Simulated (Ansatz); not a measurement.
Structure: COD 9011050, as refined from experiment and not relaxed.

Ge: DFT, PBE, all-electron LAPW, scalar-relativistic (Ansatz 0.2.0). What sets it apart from a plain run of this crystal: inner shells corrected to Dirac's equation.

Command: `ansatz run input.yaml --threads 1 --pin off --max-ram 2048MiB --backend cpu --events-out ev --progress --plain --runs-dir out` The run took 23 s on 1 thread of Arm Neoverse V1, on a shared host, peak memory 0.39 GiB.

```yaml
crystal:
  lattice:
    - [0.0, 2.82877, 2.82877]
    - [2.82877, 0.0, 2.82877]
    - [2.82877, 2.82877, 0.0]
  atoms:
    - { symbol: Ge, position: [0.5, 0.5, 0.5] }
    - { symbol: Ge, position: [0.75, 0.75, 0.75] }
kpoints:
  mp_grid: { grid: [10, 10, 10] }
scf:
  occupations: { method: fermi_dirac, width: 0.05 }
hamiltonian:
  xc: pbe
  pseudopotentials:
    kind: all_electron
    lapw: { basis_error: 0.00025 }
    dirac_shells: { Ge: ["3p"] }
output:
  forces: true
  stress: true
  eigenvalues: true
```

Output (standing set-up lines are left out):

```
LAPW: plane waves up to 9.826 Å⁻¹, error target 2.5e-4 eV per atom; small_component_spin mean_spin; Ge in spheres of 1.225 Å, 22 of its electrons in bands, Dirac shells [2p, 3p]
Pseudopotential: Ge, LAPW, valence charge 22, Koelling and Harmon's equation with Dirac's for 2p 3p, gaussian nucleus
Basis set: ecut = 367.8596756107846 eV, 725 PW (Γ), exchange–correlation at level 2
SCF iter   1: F=—  HF=-114238.051446 eV  |F-HF|=—  |Δ(HF+E_count)|=         —  Δρ=2.91e-2  dr2=4.32e-1  ethr=9.79e-4  ⟨swp⟩=2.1  Hψ=7834  notcnv=0
preconditioner: auto → none  [insulator: Δε(μ)=0.235 eV  Ē_g=24.287 eV  σ=0.050 eV  W_gap=0.66  n_scr=14 (ndim 8)  ℏωp=29.2 eV  f_vac=0.084  D(μ)=0.04/eV (n_scr^D=0)  ε∞_Penn≈2.4]
SCF iter   2: F=—  HF=-114237.983566 eV  |F-HF|=—  |Δ(HF+E_count)|=   6.79e-2  Δρ=1.31e-2  dr2=8.28e-2  ethr=9.79e-4  ⟨swp⟩=2.0  Hψ=3760  notcnv=0
iter 3 solved again at ethr=6.59e-7 eV; its pass at ethr=1.88e-4 eV (dr2=2.90e-4 eV) is discarded
SCF iter   3: F=—  HF=-114237.978611 eV  |F-HF|=—  |Δ(HF+E_count)|=   4.96e-3  Δρ=1.11e-3  dr2=2.92e-4  ethr=6.59e-7  ⟨swp⟩=2.7  Hψ=6426  notcnv=0
SCF iter   4: F=—  HF=-114237.974642 eV  |F-HF|=—  |Δ(HF+E_count)|=         —  Δρ=4.60e-4  dr2=5.61e-5  ethr=6.59e-7  ⟨swp⟩=3.0  Hψ=3854  notcnv=0
the basis was enlarged: its passes take 407.2 KiB over the memory plan, 1 of 1 planned eigensolver slots
SCF iter   5: F=—  HF=-114237.974729 eV  |F-HF|=—  |Δ(HF+E_count)|=   8.66e-5  Δρ=7.95e-5  dr2=1.94e-6  ethr=1.28e-7  ⟨swp⟩=3.0  Hψ=3719  notcnv=0
SCF iter   6: F=-114237.974734 eV  HF=-114237.974734 eV  |F-HF|=7.70e-8  |Δ(HF+E_count)|=   5.53e-6  Δρ=9.23e-6  dr2=3.12e-8  ethr=4.40e-9  ⟨swp⟩=3.0  Hψ=3721  notcnv=0
SCF 1 converged in 6 iterations: F = -114237.974734 eV  dr2 = 3.12e-8
SCF converged after 6 iterations
Free energy (F): -114237.974734 eV
Harris-Foulkes:  -114237.974734 eV  (|F-HF|=7.70e-8)
Internal energy: -114237.974277 eV  (E = F + TS)
E sigma→0 (E₀):  -114237.974506 eV
Entropy (-TS):   -0.000457 eV (-0.229 meV/atom)
Fermi energy:    10.036877 eV
--- Per-component energies (eV) ---
  E_band       = -2085.044974
  E_kinetic    = 116657.421822
  E_xc         = -4341.329586
  E_electrostatic = -226554.066513  (all electrons and nuclei)
  E_smearing   = -0.000457  (= −TS)
  E_closure    = 0.000000  (closes the sum)
  E_atoms      = -114228.987347  (free atoms, spherical and without spin; not in F)
  Σ components = -114237.974734   (vs F -114237.974734, Δ=0.00e0)
  Basis errors (estimates in eV, not in F): energy 1.0e-4 per atom: plane waves 9.5e-5 (5.6e-5 summed), levels above the bands 2.9e-69, relativity 3.3e-7, radial functions 5.2e-6, core shells 1.4e-11; eigenvalues (radial functions only) 1.3e-7; not estimated: angular momenta, meshes, grids; target (lapw.basis_error) 2.5e-4; muffin-tin radii Ge 1.225 Å
--- Forces (eV/Å), atoms counted from 1 ---
  atom   1  Ge     0.00000000     0.00000000     0.00000000
  atom   2  Ge    -0.00000000    -0.00000000    -0.00000000
  max |Σ_I F_I| component: 5.78e-19 eV/Å
--- Stress (GPa, compression-positive) ---
        3.651146       0.000000      -0.000000
        0.000000       3.651146       0.000000
       -0.000000       0.000000       3.651146
  P = ⅓ Tr σ = 3.6511 GPa (36.511 kbar)
--- Band table (eV; the first three rows and the last of 47) ---
  k-point 0: bands = ["-153.7831", "-153.7807", "-100.9149", "-100.9149", "-100.9149", "-100.9062", "-100.9062", "-100.9062", "-14.8221", "-14.8221", "-14.8221", "-14.7868", "-14.7868", "-14.5748", "-14.5748", "-14.5748", "-14.5624", "-14.5624", "-2.7851", "9.9876", "9.9876", "9.9876", "10.0248", "12.5396", "12.5396", "12.5396", "16.4142"]
  k-point 1: bands = ["-153.7830", "-153.7808", "-100.9150", "-100.9150", "-100.9148", "-100.9063", "-100.9062", "-100.9062", "-14.8279", "-14.8279", "-14.8204", "-14.7788", "-14.7788", "-14.5840", "-14.5840", "-14.5767", "-14.5543", "-14.5543", "-2.6630", "8.1271", "9.7573", "9.7573", "11.0143", "12.8476", "12.8476", "13.1285", "17.0469"]
  k-point 2: bands = ["-153.7829", "-153.7809", "-100.9151", "-100.9151", "-100.9146", "-100.9066", "-100.9060", "-100.9060", "-14.8369", "-14.8369", "-14.8161", "-14.7646", "-14.7646", "-14.5962", "-14.5962", "-14.5818", "-14.5449", "-14.5449", "-2.3036", "6.1863", "9.3160", "9.3160", "10.8409", "13.4109", "13.4109", "14.7273", "18.0276"]
  k-point 46: bands = ["-153.7819", "-153.7819", "-100.9160", "-100.9160", "-100.9106", "-100.9106", "-100.9052", "-100.9052", "-14.8688", "-14.8688", "-14.7334", "-14.7334", "-14.6776", "-14.6776", "-14.6440", "-14.6440", "-14.5090", "-14.5090", "1.1902", "1.1902", "6.1498", "6.1498", "13.3670", "13.3670", "15.7334", "15.7334", "21.0064"]
```
